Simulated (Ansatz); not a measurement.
A plane-wave DFT run in Ansatz 0.2.0 (scalar-relativistic PAW potentials unless the input names others): input and command.

```yaml
crystal:
  lattice:
    - [-3.9208493966, 0.0, 0.0]
    - [0.0, 5.543644002, 0.0]
    - [0.0, 0.0, -11.7624468934]
  atoms:
    - { symbol: Ga, position: [0.0, 0.0034325892, 0.0059260783] }
    - { symbol: As, position: [0.0, 0.7502384927, 0.8333333333] }
    - { symbol: Ga, position: [0.5, 0.4857469536, 0.8333333333] }
    - { symbol: P, position: [0.5, 0.2495733963, 0.6634516308] }
    - { symbol: Ga, position: [0.0, 0.0034325892, 0.6607405884] }
    - { symbol: P, position: [1.0, 0.7499615428, 0.497544947] }
    - { symbol: Ga, position: [0.5, 0.5025030471, 0.4987320392] }
    - { symbol: P, position: [0.5, 0.2508200593, 0.3333333333] }
    - { symbol: Ga, position: [0.0, 0.0022533436, 0.3333333333] }
    - { symbol: P, position: [1.0, 0.7499615428, 0.1691217196] }
    - { symbol: Ga, position: [0.5, 0.5025030471, 0.1679346275] }
    - { symbol: P, position: [0.5, 0.2495733963, 1.0032150358] }
basis:
  ecutwfc: 420
kpoints:
  mp_grid: { grid: [8, 6, 4] }
hamiltonian:
  xc: pbe
scf:
  occupations: { method: gaussian, width: 0.1 }
  algorithm: density_mixing
output:
  forces: true
  eigenvalues: true
  stress: true
```

```bash
ansatz run input.yaml --threads 2 --pin off --max-ram 5120MiB --backend cpu --events-out ev --progress --plain --runs-dir out
```

Abridged log:
```
Pseudopotentials: kind: paw
Pseudopotential: Ga, paw, valence charge 13, recommended cutoff 420 eV (normal)
Pseudopotential: As, paw, valence charge 15, recommended cutoff 420 eV (normal)
Pseudopotential: P, paw, valence charge 5, recommended cutoff 420 eV (normal)
Functional definition: PBE
Crystal: 12 atoms, lattice volume = 255.666 Å³
Basis set: ecut = 420 eV, 4981 PW (Γ), exchange–correlation on 54×80×160 points (8 copies of the dense FFT grid, shifted against one another)
Bands: 71, of which v1, the nominal top of the filled ones, is band 59 counted from 1 (58 counted from 0)
Symmetry: 4 space group operations
Space group: Pmm2 (ITA 25), of the structure as read, at distance tolerance 6.3e-5 Å
k-points: 60 of 192 (time reversal used)
Initial density: superposition of atomic densities (neutral atoms: chi_scale 0, normalization atom), corrected by the library's trained network
Initial wavefunctions: pseudopotential atomic-orbital guess
Functional: x = pbe(κ = 0.804, μ = 0.21951497), c = pbe(β = 0.06672455)
SCF iter   1: F=—  HF=-31337.619771 eV  |F-HF|=—  |Δ(HF+E_count)|=         —  Δρ=1.60e-3  dr2=1.09e-2  ethr=1.77e-3  ⟨swp⟩=7.3  Hψ=17326  notcnv=0
SCF iter   2: F=—  HF=-31337.608958 eV  |F-HF|=—  |Δ(HF+E_count)|=   1.08e-2  Δρ=1.15e-3  dr2=3.43e-3  ethr=9.25e-6  ⟨swp⟩=2.9  Hψ=8433  notcnv=0  defer=4
SCF iter   3: F=—  HF=-31337.608416 eV  |F-HF|=—  |Δ(HF+E_count)|=   5.42e-4  Δρ=4.90e-4  dr2=1.06e-3  ethr=2.90e-6  ⟨swp⟩=2.0  Hψ=6851  notcnv=0  defer=2
automatic band count: iteration 3 solves 68 bands in place of 71: the levels show a gap, and the empty bands left out lie too high to hold charge; the band table lists the bands solved (type scf.n_extra_bands for more)
SCF iter   4: F=—  HF=-31337.608677 eV  |F-HF|=—  |Δ(HF+E_count)|=   2.61e-4  Δρ=2.03e-4  dr2=1.89e-4  ethr=8.95e-7  ⟨swp⟩=2.0  Hψ=4899  notcnv=0  defer=2
SCF iter   5: F=—  HF=-31337.608792 eV  |F-HF|=—  |Δ(HF+E_count)|=   1.16e-4  Δρ=9.20e-5  dr2=1.79e-5  ethr=1.60e-7  ⟨swp⟩=2.0  Hψ=5351  notcnv=0  defer=2
SCF iter   6: F=—  HF=-31337.608843 eV  |F-HF|=—  |Δ(HF+E_count)|=   5.06e-5  Δρ=2.52e-5  dr2=5.07e-6  ethr=1.52e-8  ⟨swp⟩=2.1  Hψ=7172  notcnv=0  defer=2
SCF iter   7: F=—  HF=-31337.608845 eV  |F-HF|=—  |Δ(HF+E_count)|=   1.84e-6  Δρ=7.41e-6  dr2=1.33e-7  ethr=4.29e-9  ⟨swp⟩=2.0  Hψ=7161  notcnv=0  defer=2
SCF iter   8: F=-31337.608845 eV  HF=-31337.608845 eV  |F-HF|=1.37e-8  |Δ(HF+E_count)|=   3.86e-8  Δρ=2.78e-6  dr2=1.25e-8  ethr=8.47e-11  ⟨swp⟩=10.2  Hψ=18158  notcnv=0
SCF 1 converged in 8 iterations: F = -31337.608845 eV  dr2 = 1.25e-8
SCF converged after 8 iterations
Free energy (F): -31337.608845 eV
Harris-Foulkes:  -31337.608845 eV  (|F-HF|=1.37e-8)
Internal energy: -31337.608845 eV  (E = F + TS)
E sigma→0 (E₀):  -31337.608845 eV
Fermi energy:    7.585922 eV
--- Forces (eV/Å), atoms counted from 1 ---
  atom   1  Ga     0.00000000    -0.00226696    -0.00156708
  atom   2  As     0.00000000    -0.00490362     0.00000000
  atom   3  Ga     0.00000000     0.00014471     0.00000000
  atom   4  P      0.00000000     0.00276961     0.00083821
  atom   5  Ga     0.00000000    -0.00226696     0.00156708
  atom   6  P      0.00000000     0.00481164    -0.00026137
  atom   7  Ga     0.00000000    -0.00229726    -0.00109568
  atom   8  P      0.00000000    -0.00093272     0.00000000
  atom   9  Ga     0.00000000    -0.00034574     0.00000000
  atom  10  P      0.00000000     0.00481164     0.00026137
  atom  11  Ga     0.00000000    -0.00229726     0.00109568
  atom  12  P      0.00000000     0.00276961    -0.00083821
--- Stress (GPa, compression-positive) ---
        0.002434       0.000000       0.000000
        0.000000       0.005828       0.000000
        0.000000       0.000000       0.018242
  P = ⅓ Tr σ = 0.0088 GPa (0.088 kbar)
```

Apart from outputs, empty bands and the relaxation, which only the reference makes, the input differs from a reference run on usual settings in scf.algorithm: not typed → "density_mixing". The reference, at the same geometry, ended its own course with pressure 0.01 GPa, largest force 0.005 eV/Å, gap on the mesh 1.25 eV. This run converged in 8 SCF iterations with an energy at zero smearing within 0.01 meV/atom of the reference's, pressure 0.01 GPa, largest force 0.005 eV/Å, gap on the mesh 1.25 eV.

The run took 23 s on 2 threads of Intel(R) Xeon(R) 6975P-C (Granite Rapids), on a shared host, peak memory 1.1 GiB.